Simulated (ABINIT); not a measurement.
# CdTe (F-43m) in ABINIT: further runs, part 2 of 2

ABINIT 10.8.3 (patched build). The steps go on from the part before.

**3. Single point, LDA**

File run.abi:

```
pp_dirpath "./"
pseudos "Te.LDA_PW-JTH.xml, Cd.LDA_PW-JTH.xml"

acell 3*1.0
rprim
     0.0000000000     6.0565722294     6.0565722294
     6.0565722294     0.0000000000     6.0565722294
     6.0565722294     6.0565722294     0.0000000000
ntypat 2
znucl 52 48
natom 2
typat 1 2
xred
     0.7500000000     0.7500000000     0.7500000000
     0.0000000000     0.0000000000     0.0000000000

ecut 17.0
pawecutdg 34.0

kptopt 1
ngkpt 4 4 4
nshiftk 1
shiftk 0.0 0.0 0.0

ixc 7

nband 13
occopt 3
tsmear 0.05 eV

nstep 100
tolvrs 1.0e-9

iomode 3
prtwf 0
prteig 0
prtebands 0
enunit 2
prtden 1
prtvha 1
prtvclmb 1
prtpot 1
```

Potentials or basis: JTH PAW LDA v2.0.

On the command line:

```sh
$ abinit run.abi > log 2>&1
```

Wall time 9.8 s (1 thread of Arm Neoverse N1, shared host); peak memory 0.1 GiB.

Results (log left out):

```yaml
Free_energy: -1527.4536 eV
Band_gap_on_the_k_mesh: 0.59 eV, direct
Valence_electrons_inside_the_program's_atomic_spheres: Te 3.19; Cd 10.49
```

Levels at points of the mesh, in eV from the valence-band top:
| k point | band 6 | band 7 | band 8 | band 9 | band 10 | band 11 | band 12 | band 13 |
| --- | --- | --- | --- | --- | --- | --- | --- | --- |
| (0.00, 0.00, 0.00) | -8.13 | 0.00 | 0.00 | 0.00 | 0.59 | 4.50 | 4.50 | 4.50 |
| (0.50, 0.00, 0.00) | -7.75 | -4.71 | -0.84 | -0.84 | 1.64 | 5.12 | 5.12 | 6.93 |
| (0.50, 0.50, 0.00) | -7.61 | -4.57 | -2.01 | -2.01 | 2.35 | 2.51 | 8.81 | 9.28 |

Caveat: the k mesh is coarse (spacing up to 0.42 Å⁻¹), so the values aren't converged; spin-orbit coupling is left out, which moves the levels of the heavy elements.

**4. Single point, r2SCAN**

File run.abi:

```
# Pseudopotentials
pp_dirpath "./"
pseudos "Te.GGA_PBE-JTH.xml, Cd.GGA_PBE-JTH.xml"

# Structure
acell 3*1.0 Angstrom
rprim
     0.0000000000     3.2050000000     3.2050000000
     3.2050000000     0.0000000000     3.2050000000
     3.2050000000     3.2050000000     0.0000000000
ntypat 2
znucl 52 48
natom 2
typat 1 2
xcart
     4.8075000000     4.8075000000     4.8075000000
     0.0000000000     0.0000000000     0.0000000000 Angstrom

# Plane-wave basis
ecut 20.0
pawecutdg 40.0

# k points
kptopt 1
ngkpt 3 3 3
nshiftk 1
shiftk 0.0 0.0 0.0

# Exchange and correlation
ixc -497498
usekden 1
pawxcdev 0

# Bands and occupations
nband 13
occopt 3
tsmear 0.05 eV

# SCF cycle
nstep 100
tolvrs 1.0e-7

# Output
iomode 3
prtwf 0
prteig 0
prtebands 0
enunit 2
prtvol 2
prtden 1
prtvha 1
prtvclmb 1
prtpot 1
```

Potentials or basis: JTH PAW PBE v2.0.

On the command line:

```sh
$ abinit run.abi > log 2>&1
```

run.abo:

```text
.Version 10.8.3 of ABINIT
 Symmetries : space group F-4 3 m (#216); Bravais cF (face-center cubic)
================================================================================
 Values of the parameters that define the memory need of the present run
     intxc =       0    ionmov =       0      iscf =      17    lmnmax =      18
     lnmax =       6     mgfft =      36  mpssoang =       3    mqgrid =    3001
     natom =       2  nloc_mem =       2    nspden =       1   nspinor =       1
    nsppol =       1      nsym =      24    n1xccc =       1    ntypat =       2
    occopt =       3   xclevel =       2
       mpw =        1900          nfft =       46656          nkpt =           4
 PAW method is used; the additional fine FFT grid is defined by:
   mgfftf=        50    nfftf =    125000
================================================================================
================================================================================

--------------------------------------------------------------------------------
[... 303 lines left out ...]
- sigma(1 1)= -4.23412625E+00  sigma(3 2)=  0.00000000E+00
- sigma(2 2)= -4.23412625E+00  sigma(3 1)=  0.00000000E+00
- sigma(3 3)= -4.23412625E+00  sigma(2 1)=  0.00000000E+00

== END DATASET(S) ==============================================================
================================================================================

 -outvars: echo values of variables after computation  --------
            acell      1.8897261259E+00  1.8897261259E+00  1.8897261259E+00 Bohr
           etotal     -1.4508107615E+01
            fcart      5.5572795951E-30  5.5572795951E-30 -1.6671838785E-29
                      -5.5572795951E-30 -5.5572795951E-30  1.6671838785E-29
            rprim      0.0000000000E+00  3.2050000000E+00  3.2050000000E+00
                       3.2050000000E+00  0.0000000000E+00  3.2050000000E+00
                       3.2050000000E+00  3.2050000000E+00  0.0000000000E+00
           strten     -1.4391502600E-04 -1.4391502600E-04 -1.4391502600E-04
                       0.0000000000E+00  0.0000000000E+00  0.0000000000E+00
           xangst      4.8075000000E+00  4.8075000000E+00  4.8075000000E+00
                       0.0000000000E+00  0.0000000000E+00  0.0000000000E+00
             xred      7.5000000000E-01  7.5000000000E-01  7.5000000000E-01
                       0.0000000000E+00  0.0000000000E+00  0.0000000000E+00
 Calculation completed.
```

Wall time 48 s (1 thread of Arm Neoverse N1, shared host); peak memory 0.16 GiB.

Results:

| Property | Result |
| --- | --- |
| Free energy | -394.7857 eV |
| Band gap on the k mesh | 1.35 eV, direct |
| Valence electrons inside the program's atomic spheres | Te 3.18; Cd 10.46 |

Caveat: the k mesh is coarse (spacing up to 0.57 Å⁻¹), so the values aren't converged; totals of a meta-GGA on PAW files have another zero than those of a GGA; spin-orbit coupling is left out, which moves the levels of the heavy elements. r2SCAN opens gaps a little over a GGA but as a rule still falls short of measured ones.

**5. Summary**

| level | potentials or basis | k mesh | cutoff (eV) | fine-grid cutoff | mesh quality | gap on the mesh (eV) |
| --- | --- | --- | --- | --- | --- | --- |
| r2SCAN | JTH PAW PBE v2.0 | 6 × 6 × 6 | 544 | 1088.46 eV | not flagged | 1.38 |
| LDA | JTH PAW LDA v2.0 | 4 × 4 × 4 | 463 | 925.187 eV | coarse | 0.59 |
| r2SCAN | JTH PAW PBE v2.0 | 3 × 3 × 3 | 544 | 1088.46 eV | coarse | 1.35 |

Alike in all rows: task single point; no spin polarisation; cell as given; smearing fermi-dirac 0.05 eV.

Caveats: some runs use coarse meshes; spin-orbit coupling is left out, which moves the levels of the heavy elements; totals of a meta-GGA on PAW files have another zero than those of a GGA (some runs).

Total energies depend on the potentials used, so only differences within one code and one set of settings carry meaning.

**6. Comparison with measurements**

Step 2. Against the measured gap of CdTe, 1.607 eV (0 K; a printed reference work, data compilation), the calculated 1.38 eV is off by -0.23 eV. Spin-orbit coupling on Cd, Te is left out. The value is that of r2SCAN, without temperature or zero-point motion.
